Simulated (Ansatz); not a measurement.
**AlN in Ansatz, settings compared**

Input:

```yaml
crystal:
  lattice:
    - [4.599039, 2.566289, 0.060482]
    - [-1.570636, 2.631455, 0.018634]
    - [1.548368, 2.653733, 5.057596]
  atoms:
    - { symbol: Al, position: [0.168878, 0.476877, 0.993058] }
    - { symbol: Al, position: [0.69562, 0.005027, 0.991658] }
    - { symbol: Al, position: [0.104631, 0.746858, 0.484415] }
    - { symbol: Al, position: [0.567763, 0.252709, 0.500728] }
    - { symbol: "N", position: [0.489008, 0.79988, 0.387346] }
    - { symbol: "N", position: [0.959197, 0.314986, 0.382217], spin: 0.3 }
    - { symbol: "N", position: [0.403515, 0.067219, 0.886825] }
    - { symbol: "N", position: [0.903177, 0.557261, 0.876016] }
kpoints:
  mp_grid: { grid: [4, 6, 4], shift: [0.5, 0.0, 0.5] }
magnetization:
  spin_polarized: true
scf:
  occupations: { method: fermi_dirac, width: 0.0406 }
hamiltonian:
  pseudopotentials: { kind: paw }
  xc: r2scan
basis:
  ecutwfc: 500
total_charge: 1.0
output:
  forces: true
  stress: true
  eigenvalues: true
```

Launch command:

```bash
ansatz run input.yaml --threads 1 --pin off --max-ram 2560MiB --backend cpu --events-out ev --progress --plain --runs-dir out
```

Origin of the cell: a strained cell with displaced atoms, so it need not be a known compound.

Output of this run (shortened):

```
Pseudopotentials: kind: paw
Pseudopotential: Al, paw, valence charge 3, recommended cutoff 500 eV (meta_gga), Al.paw.azcp
Pseudopotential: N, paw, valence charge 5, recommended cutoff 500 eV (meta_gga), N.paw.azcp
Functional definition: r2SCAN
  exchange = r2scan_x(k0 = k0, k1 = k1, a1 = a1)
  correlation = r2scan_c
Crystal: 8 atoms, lattice volume = 80.942 Å³
Basis set: ecut = 500 eV, 2063 PW (Γ), exchange–correlation on 160×96×180 points (64 copies of the dense FFT grid, shifted against one another)
Bands: 24, of which v1, the nominal top of the filled ones, is band 16 counted from 1 (15 counted from 0)
Symmetry: 1 space group operations
Space group: P1 (ITA 1), of the structure as read, at distance tolerance 4.3e-5 Å
[… 9 lines left out …]
Initial density: superposition of atomic densities (chi_scale 0.1, normalization cell, long waves kept (reshape's long-wave potential 0.01 eV rms))
Starting moments: Σ|m| = 0.3 μB on 1 of 8 sites
Functional: x = r2scan, c = r2scan; τ floored in thin density (d = 2e-4 eV/Å³)
SCF iter   1: F=—  HF=-3726.565362 eV  Δρ=8.34e-2  dr2=2.59e1  dr2_τ=6.53e-1  dr2_m=1.42e-2  M=0.392 μB ∫|m|=0.406 μB  defer=1
SCF iter   2: F=—  HF=-3721.597640 eV  Δρ=4.89e-2  dr2=9.02e0  dr2_τ=5.80e-2  dr2_m=9.66e-3  M=0.518 μB ∫|m|=0.538 μB  defer=318  κ⁻¹=1.0e0(r=1)
SCF iter   3: F=—  HF=-3719.629599 eV  Δρ=1.99e-2  dr2=8.13e-1  dr2_τ=5.72e-2  dr2_m=1.87e-3  M=0.541 μB ∫|m|=0.574 μB  defer=318  κ⁻¹=5.9e-2(r=2)
SCF iter   4: F=—  HF=-3719.935379 eV  Δρ=1.36e-2  dr2=3.29e-1  dr2_τ=5.25e-3  dr2_m=1.42e-3  M=0.567 μB ∫|m|=0.603 μB  defer=308  κ⁻¹=7.8e-3(r=3)
SCF iter   5: F=—  HF=-3719.994448 eV  Δρ=6.69e-3  dr2=7.33e-2  dr2_τ=1.39e-3  dr2_m=8.33e-4  M=0.666 μB ∫|m|=0.706 μB  defer=308  κ⁻¹=2.5e-3(r=4)
[… 8 lines left out …]
SCF iter  14: F=—  HF=-3720.016501 eV  Δρ=1.99e-5  dr2=6.88e-7  dr2_τ=7.15e-9  dr2_m=1.56e-8  M=0.838 μB ∫|m|=0.908 μB  defer=308  κ⁻¹=2.7e-5(r=8)
SCF iter  15: F=—  HF=-3720.016501 eV  Δρ=1.03e-5  dr2=2.13e-7  dr2_τ=2.90e-9  dr2_m=7.76e-9  M=0.838 μB ∫|m|=0.907 μB  defer=308  κ⁻¹=4.3e-5(r=8)
SCF iter  16: F=—  HF=-3720.016501 eV  Δρ=4.93e-6  dr2=6.00e-8  dr2_τ=6.83e-10  dr2_m=1.17e-9  M=0.838 μB ∫|m|=0.907 μB  κ⁻¹=2.1e-5(r=8)
SCF iter  17: F=—  HF=-3720.016501 eV  Δρ=3.60e-6  dr2=2.34e-8  dr2_τ=3.66e-10  dr2_m=8.86e-10  M=0.838 μB ∫|m|=0.907 μB  κ⁻¹=1.3e-4(r=8)
SCF iter  18: F=-3720.016501 eV  HF=-3720.016501 eV  Δρ=1.55e-6  dr2=4.31e-9  dr2_τ=6.65e-11  dr2_m=2.55e-10  M=0.838 μB ∫|m|=0.907 μB
SCF 1 converged in 18 iterations: F = -3720.016501 eV  dr2 = 4.31e-9
this state was not tested for a lower state beside it, because the mixer in use, unlike msr1, does not test its closes by its own steps (another_mixer; see scf.mixing.algorithm and scf.lower_state_search)
SCF converged after 18 iterations
Magnetization: 0.8375 μB (15.9188 up, 15.0812 down)
Absolute magnetization: 0.9077 μB (∫|ρ↑−ρ↓|, with the PAW one-centre terms)
Spin contamination: 0.0105 ħ² per cell (⟨S²⟩ above its minimum at these occupations)
Per-site moments (μB) at R_I (Å): [(0.002858, 0.747453), (0.000551, 0.731321), (0.002047, 0.752242), (0.001419, 0.732394), (0.059275, 0.732394), (0.266528, 0.756839), (0.219225, 0.747453), (0.087063, 0.731321)]
Free energy (F): -3720.016501 eV
Harris-Foulkes:  -3720.016501 eV  (|F-HF|=1.42e-9)
Internal energy: -3720.000484 eV  (E = F + TS)
E sigma→0 (E₀):  -3720.008493 eV
Entropy (-TS):   -0.016017 eV (-2.002 meV/atom)
Fermi energy:    6.624123 eV
--- Per-component energies (eV) ---
  E_band       = 42.876733
  E_kinetic    = 629.583991
  E_local      = -882.068757  (includes V_loc(G=0)·N_el)
  E_nonlocal   = 217.445983
  E_hartree    = 304.587184
  E_xc         = -385.611419
  E_vxc        = -462.997809  (∫ρ·V_xc dr)
  E_paw        = -2409.224687  (= ΣΔE_a)
  E_vpaw       = -93.325021  (= ΣTr[D̂ρ^β])
  E_aug_tail   = 0.000075  (compensation charges beyond the density's cutoff)
  E_vtau       = 25.063953  (kinetic-family band-sum trace: ∫τ·v_τ [+ j·A + Jᵃ·Aᵃ] dr)
  E_ewald      = -1194.354164
  E_core_change = -0.358691  (= ΣΔE_core)
[… 8 lines left out …]
  atom   4  Al     1.393470     0.353216     0.936541
  atom   5  N     -1.416370    -0.377341    -1.518078
  atom   6  N      1.987529     0.297296    -0.588924
  atom   7  N      0.537912    -0.991364    -0.030364
  atom   8  N     -0.217798     1.142300    -1.197495
  max |Σ_I F_I| component: 1.32e-4 eV/Å
--- Stress (GPa, compression-positive) ---
       28.169523       1.660281      -1.146752
        1.660223      31.919153      -0.601271
       -1.146871      -0.601070       7.974717
  P = ⅓ Tr σ = 22.6878 GPa (226.878 kbar)
```

The same input was run again with these changes:

1. `basis.ecutwfc` 500 → "29.4 Ry"
2. `hamiltonian.xc` r2scan → revpbe
3. `scf.occupations.method` fermi_dirac → tetrahedron; `scf.occupations.width` 0.0406 → default; `magnetization` { spin_polarized: true } → { spin_polarized: true } (starts: ferro); typed moments: Al1 2, Al2 2, Al3 1, Al4 2, N5 2, N6 0.3, N7 3, N8 1
4. `basis.ecutwfc` 500 → "450 eV"; `scf.occupations.width` 0.0406 → default; `scf.occupations.method` fermi_dirac → tetrahedron

```csv
run,end,SCF iterations,P (GPa),max force component (eV/Å),moment (μB),ΔE(σ→0) (meV/atom)
base,converged,18,–,1.988,0.84,0
1,converged,18,–,1.986,0.84,5.03
2,converged,20,–,1.986,0.24,–
3,converged,23,–,1.964,0.94,0.09
4,converged,21,–,1.964,0.94,0.66
```

Energies are compared only where functional, datasets, charge and starting cell are the same.

Caveats of the base run: charged cell with a uniform background, whose pressure depends on convention; one start, so the magnetic state may not be the lowest; the k mesh is coarse if the cell is a metal.

Run 1: the cutoff lies below the datasets' advice.
Run 2: forces of this functional can be a tenth off on datasets made under PBE.
Run 3: a starting moment was lost; forces and stress under tetrahedra may miss the slope of the energy.
Run 4: forces and stress under tetrahedra may miss the slope of the energy; the cutoff lies below the datasets' advice.

Time of the base run: 100 s on 1 thread of Arm Neoverse V1 (shared host), peak memory 0.57 GiB, from the program's own first density.
